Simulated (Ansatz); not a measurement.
Ansatz input file:

```yaml
crystal:
  lattice:
    - [0.0, 2.0258407, 2.0258407]
    - [1.9049407, 0.0, 2.0258407]
    - [1.9049407, 2.0258407, 0.0]
  atoms:
    - { symbol: Mo, position: [0.0, 0.0, 0.0] }
basis:
  ecutwfc: 420
kpoints:
  mp_grid: { grid: [16, 16, 16] }
hamiltonian:
  xc: pbesol
scf:
  occupations: { method: gaussian, width: 0.1 }
output:
  forces: true
  stress: true
  eigenvalues: true
  populations: true
```

Launched with
```bash
ansatz run input.yaml --threads 1 --pin off --max-ram 1331MiB --backend cpu --events-out ev --progress --plain --runs-dir out
```

Theory: DFT PBEsol, scalar-relativistic, plane waves, PAW in Ansatz.

Abridged output (iterations and final results):

```
SCF iter   1: F=—  HF=-4897.067329 eV  |F-HF|=—  |Δ(HF+E_count)|=         —  Δρ=4.55e-3  dr2=1.49e-3  ethr=1.77e-3  ⟨swp⟩=5.0  Hψ=22583  notcnv=0
SCF iter   2: F=—  HF=-4897.066922 eV  |F-HF|=—  |Δ(HF+E_count)|=   4.08e-4  Δρ=1.73e-3  dr2=1.58e-4  ethr=1.07e-5  ⟨swp⟩=2.4  Hψ=8119  notcnv=0
SCF iter   3: F=—  HF=-4897.066942 eV  |F-HF|=—  |Δ(HF+E_count)|=   2.01e-5  Δρ=4.29e-4  dr2=7.53e-6  ethr=1.13e-6  ⟨swp⟩=2.0  Hψ=5488  notcnv=0
SCF iter   4: F=—  HF=-4897.066944 eV  |F-HF|=—  |Δ(HF+E_count)|=   2.20e-6  Δρ=9.38e-5  dr2=6.92e-7  ethr=5.38e-8  ⟨swp⟩=2.8  Hψ=6085  notcnv=0
SCF iter   5: F=-4897.066944 eV  HF=-4897.066944 eV  |F-HF|=4.93e-10  |Δ(HF+E_count)|=   3.91e-8  Δρ=8.32e-6  dr2=4.88e-9  ethr=4.95e-9  ⟨swp⟩=2.9  Hψ=6324  notcnv=0
SCF iter   6: F=-4897.066944 eV  HF=-4897.066944 eV  |F-HF|=8.46e-11  |Δ(HF+E_count)|=  2.00e-11  Δρ=1.58e-6  dr2=1.93e-10  ethr=3.49e-11  ⟨swp⟩=2.0  Hψ=12140  notcnv=0
SCF 1 converged in 6 iterations: F = -4897.066944 eV  dr2 = 1.93e-10
SCF converged after 6 iterations
Free energy (F): -4897.066944 eV
Harris-Foulkes:  -4897.066944 eV  (|F-HF|=8.46e-11)
Internal energy: -4897.060888 eV  (E = F + TS)
E sigma→0 (E₀):  -4897.063916 eV
Entropy (-TS):   -0.006056 eV (-6.056 meV/atom)
Fermi energy:    20.606854 eV
--- Per-component energies (eV) ---
  E_band       = -54.742134
  E_kinetic    = 441.491933
  E_local      = -787.738006  (includes V_loc(G=0)·N_el)
  E_nonlocal   = 145.130918
  E_hartree    = 260.107236
  E_xc         = -182.394039
  E_vxc        = -228.463632  (∫ρ·V_xc dr)
  E_paw        = -3143.971316  (= ΣΔE_a)
  E_vpaw       = -145.378208  (= ΣTr[D̂ρ^β])
  E_aug_tail   = 0.000036  (compensation charges beyond the density's cutoff)
  E_ewald      = -1629.896949
  E_core_change = 0.209299  (= ΣΔE_core)
  E_smearing   = -0.006056  (= −TS)
--- Forces (eV/Å), atoms counted from 1 ---
  atom   1  Mo     0.00000000     0.00000000     0.00000000
--- Stress (GPa, compression-positive) ---
      -10.463674       0.000000       0.000000
        0.000000       2.727815       0.000000
        0.000000       0.000000       2.727815
  P = ⅓ Tr σ = -1.6693 GPa (-16.693 kbar)
--- Band table (eV; the first three rows and the last of 349) ---
  k-point 0: bands = ["-40.0951", "-13.4062", "-13.4062", "-13.3719", "13.6955", "19.5649", "19.5649", "20.2928", "22.0183", "22.9997", "33.5983"]
  k-point 1: bands = ["-40.0858", "-13.4551", "-13.4157", "-13.3857", "13.8599", "19.5229", "19.6375", "20.2948", "21.9761", "22.9225", "33.9114"]
  k-point 2: bands = ["-40.0591", "-13.6150", "-13.4425", "-13.4024", "14.3222", "19.3505", "19.8040", "20.3837", "21.9197", "22.7460", "34.7253"]
  k-point 348: bands = ["-39.7786", "-14.2722", "-14.2722", "-13.9480", "17.2096", "18.6765", "18.6765", "22.0682", "24.9308", "31.6744", "31.6744"]
--- Löwdin populations: 1 site ---
  site symbol q [e]
     0     Mo     13.9352
  spilling = 0.004627 (of n_electrons = 14.000000)
```

Self-consistency was reached.